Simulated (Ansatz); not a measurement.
# Fe (Fmmm) in Ansatz: further runs

The runs below take Fe through single point, with r2SCAN50, HF.

All numbers are computed with Ansatz 0.2.0; they aren't measurements. Logs are shortened: lines on timing, memory, paths and dates and some standing lists are left out, and cuts for length are marked.

### Step 1. The structure

It takes space group Fmmm (No. 69, orthorhombic). The conventional cell has a = 2.997 Å, b = 3.883 Å, c = 3.930 Å, α = 90.00°, β = 90.00°, γ = 90.00°. Around Fe (site symmetry mmm) lie 12 Fe at 2.45 to 2.76 Å.

### Step 2. Single point, r2SCAN50, collinear spin, ferromagnetic start

input reads:

```
crystal:
  lattice:
    - [0.0, 1.9417396906, 1.9651051623]
    - [1.4984397099, 0.0, 1.9651051623]
    - [1.4984397099, 1.9417396906, 0.0]
  atoms:
    - { symbol: Fe, position: [0.0, 0.0, 0.0], spin: 3.0 }
hamiltonian:
  xc: r2scan50
  pseudopotentials: { kind: paw }
magnetization:
  spin_polarized: true
kpoints:
  mp_grid: { grid: [7, 7, 7] }
scf:
  occupations: { method: fermi_dirac, width: 0.05 }
output:
  forces: true
  stress: true
  eigenvalues: true
```

Potentials or basis: Ansatz PAW.

The log of the run:

```text
Warning: output.stress: scf.convergence.dr2_threshold = 1e-7 eV (the SCF's general default) is looser than the 1e-10 eV advised for a printed stress (1e-10 eV for each atom of the cell: 1). What an SCF threshold leaves in a stress goes as its square root, and in the free energy as the threshold itself, and one threshold admits the most on a small cell: of the crystals measured, under no hybrid functional and no lock of the moments, on runs that ended without the residual-converged pass, on stresses that held no estimate of that error, the worst erred by over 100 MPa in a component at 1e-7 eV an atom and by under 5 at 1e-10. Set scf.convergence.dr2_threshold to 1e-10 eV or tighter. The threshold is an SCF's pass mark: one that does not reach it within its budget of iterations ends unconverged, or closes short of it on a stop that the run arms, and scf.convergence.dr2_threshold's page says what that costs each kind of run
Warning: output.stress: scf.exx.energy_threshold = 1e-6 eV is looser than the 1e-8 eV advised for a stress under a hybrid functional (1e-8 eV for each atom of the cell: 1). Every SCF of the exchange loop can meet its threshold on dr2 while the loop round them stops early: no threshold on dr2 bounds what that leaves in the stress. Set scf.exx.energy_threshold to 1e-8 eV or tighter. The threshold is the loop's pass mark: a loop that does not reach it within its budget of cycles ends unconverged, and scf.exx.energy_threshold's page has the law
GPUs: using 1 of 1 available (devices: 1).
Engine: ansatz 0.2.0, x86_64-unknown-linux-gnu
Pseudopotentials: kind: paw
Pseudopotential: Fe, paw, valence charge 16, recommended cutoff 500 eV (meta_gga), Fe.paw.azcp
Functional definition: r2SCAN50
  parameter a = 0.5
  parameter k0 = 0.174
  parameter k1 = 0.065
  parameter a1 = 4.9479
  exchange = (1 - a)*r2scan_x(k0 = k0, k1 = k1, a1 = a1) + a*exact_x
  correlation = r2scan_c
device memory: the entry about to start is reckoned to put 0.7 GiB on a device that reports 56.6 GiB free (of which the cap on the GPU budget leaves the run 18.0 GiB)
GPU FFT provider: cuFFT
GPU libraries: cuBLAS 13.8.2, cuFFT 12.4.0, cuSOLVER 12.3.4
Crystal: 1 atoms, lattice volume = 11.435 Å³
Basis set: ecut = 500 eV, 289 PW (Γ), exchange–correlation on 96×80×72 points (64 copies of the dense FFT grid, shifted against one another)
Bands: 14, of which v1, the nominal top of the filled ones, is band 8 counted from 1 (7 counted from 0)
Symmetry: 8 space group operations
Space group: Fmmm (ITA 69), of the structure as read, at distance tolerance 2.3e-5 Å
Magnetic group: BNS 69.521 (UNI 619), of the structure as read, at distance tolerance 2.3e-5 Å
k-points: 64 of 343
Non-local potential: Fe, projectors of the file, l = 0: 3, l = 1: 2, l = 2: 3, l = 3: 1
PAW form: soft (Blöchl's): semilocal exchange-correlation on the pseudo side does not see the compensation charge
PAW frozen core: Fe, regenerated for the run's functional, and the local potential with it (the file was generated under x = pbe(κ = 0.804, μ = 0.2195149727645171), c = pbe(β = 0.06672455060314922))
PAW one-centre angular grid: Fe, 590 points (default); XC on 160 Gauss nodes
Initial density: superposition of atomic densities (chi_scale 0.1, normalization cell)
Starting moments: Σ|m| = 3 μB on 1 of 1 site
Initial wavefunctions: pseudopotential atomic-orbital guess
GPU buffer pool allocated for 8640 grid points (all kernels)
GPU transforms: local potential: pruned to the plane-wave sphere, on 24×18×18; band sums: pruned to the plane-wave sphere, on 24×20×18
Functional: x = r2scan, c = r2scan; τ floored in thin density (d = 2e-4 eV/Å³), warm-up for x = 0.5 r2scan + 0.5 exact, c = r2scan; τ floored in thin density (d = 2e-4 eV/Å³)
iter 1 solved again at ethr=1.44e-3 eV; its pass at ethr=1.00e-1 eV (dr2=2.31e-1 eV) is discarded
SCF iter   1: F=—  HF=-4485.322134 eV  |F-HF|=—  |Δ(HF+E_count)|=         —  Δρ=3.77e-2 (↑3.76e-2 ↓3.77e-2)  dr2=2.23e-1  dr2_τ=2.27e-2  dr2_m=6.33e-2  M=2.596 μB ∫|m|=2.625 μB  β_m=0.30  ethr=1.44e-3  ⟨swp⟩=3.2  Hψ=9728  notcnv=0
preconditioner: auto → none  [metal: Δε(μ)=0.024 eV  Ē_g=15.707 eV  σ=0.050 eV  W_gap=0.12  n_scr=0 (ndim 8)  ℏωp=31.1 eV  f_vac=0.000  D(μ)=1.17/eV (n_scr^D=14)]
iter 2 solved again at ethr=2.28e-5 eV; its pass at ethr=1.40e-3 eV (dr2=3.65e-3 eV) is discarded
SCF iter   2: F=—  HF=-4485.536713 eV  |F-HF|=—  |Δ(HF+E_count)|=   2.15e-1  Δρ=2.30e-2 (↑1.60e-2 ↓2.30e-2)  dr2=3.69e-3  dr2_τ=1.43e-3  dr2_m=3.64e-2  M=2.581 μB ∫|m|=2.648 μB  β_m=0.30  ethr=2.28e-5  ⟨swp⟩=3.9  Hψ=8703  notcnv=0  defer=7
SCF iter   3: F=—  HF=-4485.667630 eV  |F-HF|=—  |Δ(HF+E_count)|=   1.31e-1  Δρ=1.95e-2 (↑1.23e-2 ↓1.95e-2)  dr2=6.43e-3  dr2_τ=7.30e-4  dr2_m=2.38e-2  M=2.553 μB ∫|m|=2.663 μB  β_m=0.30  ethr=2.28e-5  ⟨swp⟩=3.6  Hψ=5510  notcnv=0  defer=2
SCF iter   4: F=—  HF=-4485.750313 eV  |F-HF|=—  |Δ(HF+E_count)|=   8.27e-2  Δρ=1.48e-2 (↑1.48e-2 ↓1.20e-2)  dr2=3.24e-3  dr2_τ=3.52e-4  dr2_m=1.77e-2  M=2.545 μB ∫|m|=2.690 μB  β_m=1.00  ethr=2.28e-5  ⟨swp⟩=4.0  Hψ=5832  notcnv=0  defer=1
SCF iter   5: F=—  HF=-4485.830344 eV  |F-HF|=—  |Δ(HF+E_count)|=   8.00e-2  Δρ=8.19e-3 (↑8.19e-3 ↓7.39e-3)  dr2=1.28e-4  dr2_τ=4.60e-5  dr2_m=6.26e-3  M=2.522 μB ∫|m|=2.766 μB  β_m=1.00  ethr=2.03e-5  ⟨swp⟩=4.2  Hψ=6173  notcnv=0  defer=2
SCF iter   6: F=—  HF=-4485.839637 eV  |F-HF|=—  |Δ(HF+E_count)|=   9.29e-3  Δρ=3.02e-3 (↑3.02e-3 ↓2.40e-3)  dr2=3.95e-5  dr2_τ=6.19e-6  dr2_m=7.51e-4  M=2.516 μB ∫|m|=2.794 μB  β_m=1.00  ethr=8.03e-7  ⟨swp⟩=4.0  Hψ=6386  notcnv=0
SCF iter   7: F=—  HF=-4485.850848 eV  |F-HF|=—  |Δ(HF+E_count)|=   1.12e-2  Δρ=1.20e-3 (↑1.16e-3 ↓1.20e-3)  dr2=1.96e-5  dr2_τ=8.95e-7  dr2_m=1.27e-4  M=2.516 μB ∫|m|=2.805 μB  β_m=0.30  ethr=2.47e-7  ⟨swp⟩=4.0  Hψ=4646  notcnv=0
Mixer restart at iter 7: flushing history
spin-set hold released at iteration 7 (site moments contracting): the magnetisation degrees of freedom join the quasi-Newton model from the next iteration; the mixer history was flushed
SCF iter   8: F=—  HF=-4485.859784 eV  |F-HF|=—  |Δ(HF+E_count)|=   8.94e-3  Δρ=1.27e-3 (↑1.27e-3 ↓1.15e-3)  dr2=1.53e-5  dr2_τ=2.11e-6  dr2_m=1.39e-4  M=2.516 μB ∫|m|=2.809 μB  β_m=0.65  ethr=1.23e-7  ⟨swp⟩=4.5  Hψ=4300  notcnv=0
[... 147 lines left out ...]
SCF iter   4: F=—  HF=-4481.755139 eV  |F-HF|=—  |Δ(HF+E_count)|=   5.55e-7  Δρ=2.21e-5 (↑1.66e-5 ↓2.21e-5)  dr2=3.12e-6  dr2_τ=1.63e-9  dr2_m=2.85e-8  M=2.915 μB ∫|m|=3.700 μB  β_m=0.80  ethr=3.28e-9  ⟨swp⟩=3.7  Hψ=3813  notcnv=0
SCF iter   5: F=—  HF=-4481.755153 eV  |F-HF|=—  |Δ(HF+E_count)|=   1.32e-5  Δρ=6.92e-5 (↑4.67e-5 ↓6.92e-5)  dr2=7.96e-7  dr2_τ=5.52e-9  dr2_m=1.70e-7  M=2.915 μB ∫|m|=3.700 μB  β_m=0.80  ethr=7.34e-11  ⟨swp⟩=5.0  Hψ=7215  notcnv=0
SCF iter   6: F=—  HF=-4481.755153 eV  |F-HF|=—  |Δ(HF+E_count)|=   4.17e-8  Δρ=6.99e-6 (↑6.99e-6 ↓5.77e-6)  dr2=5.48e-7  dr2_τ=9.02e-11  dr2_m=1.87e-9  M=2.915 μB ∫|m|=3.700 μB  β_m=0.83  ethr=7.34e-11  ⟨swp⟩=4.0  Hψ=5465  notcnv=0
Mixer restart at iter 6: flushing history
SCF iter   7: F=—  HF=-4481.755154 eV  |F-HF|=—  |Δ(HF+E_count)|=   1.79e-6  Δρ=5.32e-5 (↑6.72e-6 ↓5.32e-5)  dr2=1.77e-7  dr2_τ=3.01e-9  dr2_m=7.88e-8  M=2.915 μB ∫|m|=3.700 μB  β_m=0.83  ethr=3.61e-11  ⟨swp⟩=4.6  Hψ=6193  notcnv=0
SCF iter   8: F=—  HF=-4481.755155 eV  |F-HF|=—  |Δ(HF+E_count)|=   3.01e-7  Δρ=1.73e-5 (↑5.43e-6 ↓1.73e-5)  dr2=7.19e-8  dr2_τ=1.47e-10  dr2_m=8.73e-9  M=2.915 μB ∫|m|=3.700 μB  β_m=0.91  ethr=3.61e-11  ⟨swp⟩=4.1  Hψ=5643  notcnv=0
SCF iter   9: F=—  HF=-4481.755155 eV  |F-HF|=—  |Δ(HF+E_count)|=   1.79e-7  Δρ=9.67e-6 (↑8.83e-6 ↓9.67e-6)  dr2=4.30e-8  dr2_τ=1.22e-10  dr2_m=1.53e-9  M=2.915 μB ∫|m|=3.700 μB  β_m=0.96  ethr=3.61e-11  ⟨swp⟩=4.0  Hψ=5458  notcnv=0
SCF iter  10: F=—  HF=-4481.755155 eV  |F-HF|=—  |Δ(HF+E_count)|=   6.66e-8  Δρ=8.17e-6 (↑7.66e-6 ↓8.17e-6)  dr2=2.73e-8  dr2_τ=8.86e-11  dr2_m=8.07e-10  M=2.915 μB ∫|m|=3.700 μB  β_m=0.95  ethr=3.61e-11  ⟨swp⟩=3.9  Hψ=5134  notcnv=0
SCF iter  11: F=-4481.755155 eV  HF=-4481.755155 eV  |F-HF|=6.88e-10  |Δ(HF+E_count)|=   5.60e-8  Δρ=2.76e-6 (↑2.76e-6 ↓1.57e-6)  dr2=2.14e-9  dr2_τ=4.36e-12  dr2_m=2.07e-10  M=2.915 μB ∫|m|=3.700 μB  ethr=3.61e-11  ⟨swp⟩=4.1  Hψ=4526  notcnv=0
SCF 10 converged in 11 iterations: F = -4481.755155 eV  dr2 = 2.14e-9
  Residual-converged pass: ⟨swp⟩=2.4  Hψ=2693  notcnv=0  max |occ|·‖R‖ = 2.4e-6 eV (tolerance 2.4e-6 eV)  dr2=2.14e-9  dr2_τ=4.41e-12  dr2_m=2.05e-10  dr2_onsite=5.10e-10  max |Δocc| = 5.1e-14
hybrid outer 9: dexx = +6.275e-5 eV, tail = 3.44e-6 eV, Δε = 3.01e-2 eV (about 1.48e-2 eV left of the loop's levels)
GPU FFT provider: cuFFT
GPU libraries: cuBLAS 13.8.2, cuFFT 12.4.0, cuSOLVER 12.3.4
GPU buffer pool allocated for 8640 grid points (all kernels)
GPU transforms: local potential: pruned to the plane-wave sphere, on 24×18×18; band sums: pruned to the plane-wave sphere, on 24×20×18
Exchange kernel: α = 0.5000, full range, Wigner–Seitz truncation, v(0) = 8623.0283 eV·Å³, q-mesh 7×7×7, nearest image of the exchange supercell L = 17.17 Å, pair-density grid 15×15×15, without the augmentation charges, whose exchange is taken in its separable form by FFT convolution over the k-point mesh (the finest that the files' search goes to), smooth part of the exact exchange by density-matrix convolution in up to 1.23 GiB of GPU memory as planned if the GPU has room (build and FFT work areas not counted)
Frozen-core exchange: fock
SCF iter   1: F=—  HF=-4481.755154 eV  |F-HF|=—  |Δ(HF+E_count)|=         —  Δρ=5.05e-6 (↑4.83e-6 ↓5.05e-6)  dr2=1.06e-8  dr2_τ=7.50e-11  dr2_m=1.40e-9  M=2.915 μB ∫|m|=3.700 μB  β_m=0.30  ethr=5.03e-9  ⟨swp⟩=2.7  Hψ=4076  notcnv=0
preconditioner: auto → none  [insulator: Δε(μ)=0.569 eV  Ē_g=22.818 eV  σ=0.050 eV  W_gap=0.88  n_scr=0 (ndim 8)  ℏωp=31.1 eV  f_vac=0.000  D(μ)=0.05/eV (n_scr^D=0)]
SCF iter   2: F=-4481.755154 eV  HF=-4481.755154 eV  |F-HF|=8.37e-10  |Δ(HF+E_count)|=   2.08e-8  Δρ=6.60e-6 (↑3.18e-6 ↓6.60e-6)  dr2=4.85e-9  dr2_τ=5.28e-11  dr2_m=1.70e-9  M=2.915 μB ∫|m|=3.700 μB  ethr=1.23e-11  ⟨swp⟩=4.2  Hψ=4136  notcnv=0  defer=1
SCF 11 converged in 2 iterations: F = -4481.755154 eV  dr2 = 4.85e-9
  Residual-converged pass: ⟨swp⟩=2.5  Hψ=2758  notcnv=0  max |occ|·‖R‖ = 2.3e-6 eV (tolerance 2.4e-6 eV)  dr2=4.84e-9  dr2_τ=5.29e-11  dr2_m=1.70e-9  dr2_onsite=1.69e-9  max |Δocc| = 2.8e-13
hybrid outer 10: dexx = +3.223e-8 eV, tail = 2.85e-8 eV, Δε = 9.33e-4 eV (about 8.52e-4 eV left of the loop's levels), ΔF = 1.97e-30 eV/Å (tail 1.31e-30)
this state was not tested for a lower state beside it, because the functional holds exact exchange (a hybrid, or Hartree-Fock), whose exchange loop this test does not read (fock_operator); the stability check (scf.self_checks: high) cannot read this state: a pseudopotential is PAW: the check reads norm-conserving sets alone
hybrid SCF converged: 10 outer / 55 inner (+15 warm-up), last move |dexx| = 3.22e-8 eV, tail = 2.85e-8 eV
Magnetization: 2.9155 μB (9.4577 up, 6.5423 down)
Absolute magnetization: 3.7039 μB (∫|ρ↑−ρ↓|, with the PAW one-centre terms)
Spin contamination: 0.3648 ħ² per cell (⟨S²⟩ above its minimum at these occupations)
Per-site moments (μB) at R_I (Å): [(3.275186377677784, 1.011733477502028)]
Free energy (F): -4481.755154 eV
Frozen-core exchange: fock
Harris-Foulkes:  -4481.755154 eV  (|F-HF|=8.37e-10)
Internal energy: -4481.754675 eV  (E = F + TS)
E sigma→0 (E₀):  -4481.754914 eV
Entropy (-TS):   -0.000479 eV (-0.479 meV/atom)
Fermi energy:    18.844263 eV
--- Per-component energies (eV) ---
  E_band       = -335.757089
  E_kinetic    = 349.071176
  E_local      = -2073.086549  (includes V_loc(G=0)·N_el)
  E_nonlocal   = 226.741084
  E_hartree    = 871.566825
  E_xc         = -62.321367
  E_vxc        = -88.059848  (∫ρ·V_xc dr)
  E_exx        = -163.960647  (= α·E_x^exact, valence–valence)
  E_paw        = -1266.370963  (= ΣΔE_a)
  E_vpaw       = -170.183141  (= ΣTr[D̂ρ^β])
  E_aug_tail   = 0.000252  (compensation charges beyond the density's cutoff)
  E_vtau       = 4.547036  (kinetic-family band-sum trace: ∫τ·v_τ [+ j·A + Jᵃ·Aᵃ] dr)
  E_ewald      = -2362.884979
  E_core_change = -0.509506  (= ΣΔE_core)
  E_smearing   = -0.000479  (= −TS)
  E_closure    = -0.000000  (closes the sum)
  Σ components = -4481.755154   (vs F -4481.755154, Δ=0.00e0)
--- Forces (eV/Å), atoms counted from 1 ---
  atom   1  Fe     0.00000000     0.00000000     0.00000000
  max |Σ_I F_I| component: 3.40e-30 eV/Å
--- Stress (GPa, compression-positive) ---
       18.846032       0.000000      -0.000000
        0.000000      20.444398      -0.000000
       -0.000000      -0.000000      20.349156
  P = ⅓ Tr σ = 19.8799 GPa (198.799 kbar)
--- Band table (eV; the first three rows and the last of 128) ---
  k-point 0 ↑: bands = ["-85.5316", "-47.9864", "-47.9121", "-47.8508", "6.8639", "9.5428", "9.5569", "9.7840", "10.6684", "11.0401", "44.9654", "46.4023", "46.6861", "51.3699"]
  k-point 1 ↑: bands = ["-85.5168", "-48.0281", "-47.9551", "-47.8737", "7.8431", "9.4873", "9.6640", "10.1238", "10.5963", "10.9837", "41.5672", "44.8211", "46.1802", "49.8224"]
  k-point 2 ↑: bands = ["-85.4836", "-48.1850", "-48.0321", "-47.8872", "8.3719", "9.1210", "10.6033", "11.0339", "11.2056", "11.9987", "34.5455", "42.1970", "45.2543", "46.3460"]
  k-point 63 ↓: bands = ["-78.7040", "-40.8051", "-40.4640", "-40.2581", "13.4899", "15.3588", "16.0363", "25.7846", "25.8882", "27.0634", "32.1634", "35.8934", "40.0756", "47.0967"]
```

It took 61 s on 1 × NVIDIA H100 80GB HBM3 with 2 threads of AMD EPYC 7R13 (Zen 3), shared host; peak memory 1.6 GiB.

Results:

| Property | Result |
| --- | --- |
| Free energy | -4481.7552 eV |
| Pressure | 19.9 GPa |
| Band gap on the k mesh | none (metal or under the smearing width) |
| Net moment | 2.92 μB per cell |
| Absolute moment | 3.70 μB per cell |
| Site moments | Fe +3.28 μB |

Caveat: the k mesh is coarse (spacing up to 0.44 Å⁻¹), so the values aren't converged, least of all with exact exchange; the magnetic or orbital state may not be the lowest; so large a pressure means that the cell lies far from this level's equilibrium, or that cutoff or potentials fall short; the pressure holds a Pulay correction of +0.9 GPa for the finite cutoff; the PAW data sets come from PBE, with cores solved anew for the run's functional, which leaves a small shift of forces and pressure; the thresholds are loose for stress.

### Step 3. Single point, HF, collinear spin, ferromagnetic start

input: that of step 2 with these lines changed.

```diff
@@ -8,3 +8,3 @@
 hamiltonian:
-  xc: r2scan50
+  xc: hf
   pseudopotentials: { kind: paw }
```

Potentials or basis: Ansatz PAW.

Run time: 6.3 min. Hardware: 1 × NVIDIA H100 80GB HBM3 with 2 threads of AMD EPYC 7R13 (Zen 3), shared host; peak memory 1.6 GiB.

It converged, with:

```yaml
Free_energy: -4445.8703 eV
Pressure: 64.8 GPa
Band_gap_on_the_k_mesh: none (metal or under the smearing width)
Net_moment: 3.00 μB per cell
Absolute_moment: 4.09 μB per cell
Site_moments: Fe +3.47 μB
```

Stress tensor (GPa, compression positive):
```
69.69  0.00  0.00
 0.00 45.19  0.00
 0.00  0.00 79.51
```

Levels at points of the mesh, in eV from the Fermi level:
Spin up:
| k point | band 8 | band 9 | band 10 | band 11 | band 12 | band 13 |
| --- | --- | --- | --- | --- | --- | --- |
| (0.00, 0.00, 0.00) | -15.80 | -15.31 | -14.69 | 27.90 | 29.34 | 29.85 |
Spin down:
```tsv
k point	band 5	band 6	band 7	band 8	band 9	band 10	band 11
(0.00, 0.00, 0.00)	-19.15	-5.68	6.85	8.15	9.99	11.80	26.03
```

Caveat: the k mesh is coarse (spacing up to 0.44 Å⁻¹), so the values aren't converged, least of all with exact exchange; the magnetic or orbital state may not be the lowest; the cell as given lies far from equilibrium; so large a pressure means that the cell lies far from this level's equilibrium, or that cutoff or potentials fall short; the pressure holds a Pulay correction of +2.2 GPa for the finite cutoff; the PAW data sets come from PBE, with cores solved anew for the run's functional, which leaves a small shift of forces and pressure; the thresholds are loose for stress.
